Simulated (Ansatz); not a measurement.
**In under changes of volume**

One of the cells (26.686 Å³/atom); the others are scaled copies at fixed shape and fractional positions:

```
In
1.0
    -1.88253    1.88253    1.88253
     1.88253   -1.88253    1.88253
     1.88253    1.88253   -1.88253
In
1
Direct
  0.00000 0.00000 0.00000
```

This isn't the form of In at room conditions, which is tetragonal.

```yaml
Program: Ansatz 0.2.0
Functional: HSE06
Potentials_or_basis: Ansatz PAW
Cutoff: "420 eV (not typed: the program's choice for these potentials)"
k_mesh: 6 × 6 × 6
Occupations: fermi-dirac, width 0.05 eV
Spin: no spin polarisation
```

```csv
volume (Å³/atom),energy over the lowest point (meV/atom),pressure (GPa)
25.085,10.05,2.6
25.618,3.29,1.5
26.152,0.11,0.5
26.686,0.00,-0.4
27.220,?,?
27.753,7.78,-1.9
28.287,15.04,-2.5
```

Q: What does the run at 27.220 Å³/atom give?

A: Energy over the lowest point 2.68 meV/atom; pressure -1.2 GPa.

Worked out: A Birch-Murnaghan fit of order 3 (a polynomial in V^(-2/3)) to the other rows has its minimum at 26.43 Å³/atom with B0 = V·E''(V) = 43 GPa and B' = 5.2. It gives 2.68 meV/atom at 27.220 Å³/atom, against the run's 2.68, and -dE/dV = -1.2 GPa, against -1.2.

Energies are extrapolated to zero smearing.

Caveats: all runs use coarse meshes; the PAW data sets come from PBE, with cores solved anew for the run's functional, which leaves a small shift of forces and pressure; the thresholds are loose for stress.
